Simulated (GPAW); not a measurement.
## Ni in GPAW: convergence with basis set

The system is Ni.

```
CELL_PARAMETERS angstrom
0.00000 1.73757 1.73757
1.73757 0.00000 1.73757
1.73757 1.73757 0.00000
ATOMIC_POSITIONS crystal
Ni 0.00000 0.00000 0.00000
```

* Program: GPAW 26.7.0
* Task: convergence study
* Functional: PBE
* Potentials or basis: GPAW PAW data sets (gpaw-data 1.2.1)
* Basis: lcao:sz(dzp)
* Grid spacing: 0.16 Å
* k mesh: 13 × 13 × 13
* Occupations: fermi-dirac, width 0.05 eV
* Spin: collinear spin, ferromagnetic start
* Starting moments: [1.0] μB

These are the settings of the first run; the series varies basis set, with any setting tied to it.

Hardware: 1 thread of Arm Neoverse V1, on a shared host.

| basis set | energy less the tightest run, at zero smearing (meV/atom) | largest site moment (μB) | SCF cycles | CPU time (s) | peak memory (GiB) |
| --- | --- | --- | --- | --- | --- |
| lcao:sz(dzp) | 310.72 | 0.65 | 9 | 590 | 0.15 |
| lcao:szp(dzp) | 158.68 | 0.65 | 10 | 990 | 0.16 |
| lcao:dz(dzp) | 0.00 | 0.66 | 10 | 960 | 0.18 |
| lcao:dzp | timed out after 290 s | - | - | - | - |

Against the tightest run, the largest site moment stays within 0.02 μB from lcao:sz(dzp) on. Not settled before the last step: the energy (to 1 meV/atom). The tightest run that finished is the yardstick and may itself not be fully converged.
